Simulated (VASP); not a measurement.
Write the native input for VASP 6.6.1 that does the following.

```
Task                   : single point
Functional             : r2SCAN
Potentials or basis    : VASP PAW PBE potentials, release 64 (Ti_sv, Te)
Cutoff                 : 520 eV
k mesh                 : 9 × 9 × 5
Occupations            : fermi-dirac, width 0.05 eV
Spin                   : no spin polarisation
Further INCAR settings : ALGO = Normal; EDIFF = 1e-07
```

The structure of TiTe2 lies in POSCAR:

```
TiTe2
1.0
    3.7770000000      0.0000000000      0.0000000000
   -1.8885000000      3.2709779501      0.0000000000
    0.0000000000      0.0000000000      6.4980000000
Ti Te
1 2
Direct
    0.0000000000      0.0000000000      0.0000000000
    0.6666666667      0.3333333333      0.2628000000
    0.3333333333      0.6666666667      0.7372000000
```

The input as run:

INCAR

```
SYSTEM = TiTe2
ALGO = Normal
EDIFF = 1E-7
ENCUT = 520
ISIF = 2
ISMEAR = -1
KPAR = 4
LASPH = .True.
LCHARG = .False.
LMIXTAU = .True.
LREAL = .False.
LWAVE = .False.
METAGGA = R2SCAN
NELM = 80
PREC = Accurate
SIGMA = 0.05
```

KPOINTS

```
k-points
0
Gamma
  9 9 5
  0 0 0
```

Potentials or basis: VASP PAW PBE potentials, release 64 (Ti_sv, Te).

Command:

```bash
$ cat potpaw_PBE.64/Ti_sv/POTCAR potpaw_PBE.64/Te/POTCAR > POTCAR
$ mpirun -np 4 vasp_std > vasp.out
```

Results of the run:

```yaml
Pressure: 1.1 GPa
Largest_force: 0.183 eV/Å
Band_gap_on_the_k_mesh: none (metal or under the smearing width)
```

Caveat: the PAW data sets were made with another functional, which shifts forces and pressure a little.

Run time: 60 s on 4 MPI ranks on Intel(R) Xeon(R) Platinum 8488C (Sapphire Rapids), with other jobs on the host, peak memory 0.23 GiB a rank.
